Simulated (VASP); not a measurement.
# H₂O₂: atomisation energy, by ENCUT and potentials

H₂O₂, molecule in box, 4 atoms in the cell.

| ENCUT (eV) | Potentials | Atomisation energy (eV) | Shortest bond (Å) | Time (s) |
|---|---|---|---|---|
| 430 | O_s, H_s | 11.85 | 1.001 | 480 |
| 625 | O_GW, H_GW | 12.19 | 0.977 | 287 |
| 1150 | O_h, H_h | 12.21 | 0.976 | 1390 |

## Input of the first row

INCAR.step1:
```
SYSTEM = HO
  PREC = Accurate
  ENCUT = 430
  EDIFF = 1E-6
  ISMEAR = 0
  SIGMA = 0.002
  LREAL = .FALSE.
  LASPH = .TRUE.
  ALGO = All
  NELM = 300
  LWAVE = .FALSE.
  LCHARG = .FALSE.
  GGA = PE
  ISYM = 0
  ISPIN = 2
  MAGMOM = 2
  ISEARCH = 1
  LMAXMIX = 4
  NBANDS = 9
```

INCAR.step2, as INCAR.step1 but for:
```
- MAGMOM = 2
- NBANDS = 9
+ MAGMOM = 1
+ NBANDS = 6
```

INCAR.step3:
```
SYSTEM = HO
  PREC = Accurate
  ENCUT = 430
  EDIFF = 1E-6
  ISMEAR = 0
  SIGMA = 0.01
  LREAL = .FALSE.
  LASPH = .TRUE.
  ALGO = Normal
  NELM = 120
  LWAVE = .FALSE.
  LCHARG = .FALSE.
  GGA = PE
  ISYM = 0
  IBRION = 2
  NSW = 40
  EDIFFG = -0.01
```

KPOINTS:
```
Automatic mesh
0
Gamma
  1 1 1
  0 0 0
```

POSCAR.step1:
```
O
1.0
   12.0000000000      0.0000000000      0.0000000000
    0.0000000000     12.4000000000      0.0000000000
    0.0000000000      0.0000000000     12.8000000000
O
1
Direct
    0.5000000000      0.5000000000      0.5000000000
```

POSCAR.step2:
```
H
1.0
   12.0000000000      0.0000000000      0.0000000000
    0.0000000000     12.4000000000      0.0000000000
    0.0000000000      0.0000000000     12.8000000000
H
1
Direct
    0.5000000000      0.5000000000      0.5000000000
```

POSCAR.step3:
```
HO
1.0
   12.1100000000      0.0000000000      0.0000000000
    0.0000000000     12.1100000000      0.0000000000
    0.0000000000      0.0000000000     12.1100000000
O H
2 2
Direct
    0.4686657327      0.4567299390      0.5124312650
    0.5143633403      0.5681800901      0.5277576016
    0.5259558260      0.4130062795      0.5489696774
    0.5313342673      0.5869937205      0.4510303226
```

Commands (each step's output is kept before the next begins):
```
cat potpaw_PBE.64/O_s/POTCAR > POTCAR
cp INCAR.step1 INCAR
cp POSCAR.step1 POSCAR
mpirun -np 4 vasp_gam > vasp.out
cat potpaw_PBE.64/H_s/POTCAR > POTCAR
rm WAVECAR CHG
cp INCAR.step2 INCAR
cp POSCAR.step2 POSCAR
mpirun -np 4 vasp_gam > vasp.out
cat potpaw_PBE.64/O_s/POTCAR potpaw_PBE.64/H_s/POTCAR > POTCAR
rm WAVECAR CHG
cp INCAR.step3 INCAR
cp POSCAR.step3 POSCAR
mpirun -np 4 vasp_gam > vasp.out
```

Changes of the last row against the first:
```
(all steps)
- ENCUT = 430
+ ENCUT = 1150
- cat potpaw_PBE.64/O_s/POTCAR > POTCAR
- cat potpaw_PBE.64/H_s/POTCAR > POTCAR
- cat potpaw_PBE.64/O_s/POTCAR potpaw_PBE.64/H_s/POTCAR > POTCAR
+ cat potpaw_PBE.64/O_h/POTCAR > POTCAR
+ cat potpaw_PBE.64/H_h/POTCAR > POTCAR
+ cat potpaw_PBE.64/O_h/POTCAR potpaw_PBE.64/H_h/POTCAR > POTCAR
```

VASP 6.6.1 took 480 s on 4 cores (Intel Xeon Platinum 8375C @ 2.90GHz (Ice Lake)), a shared host.
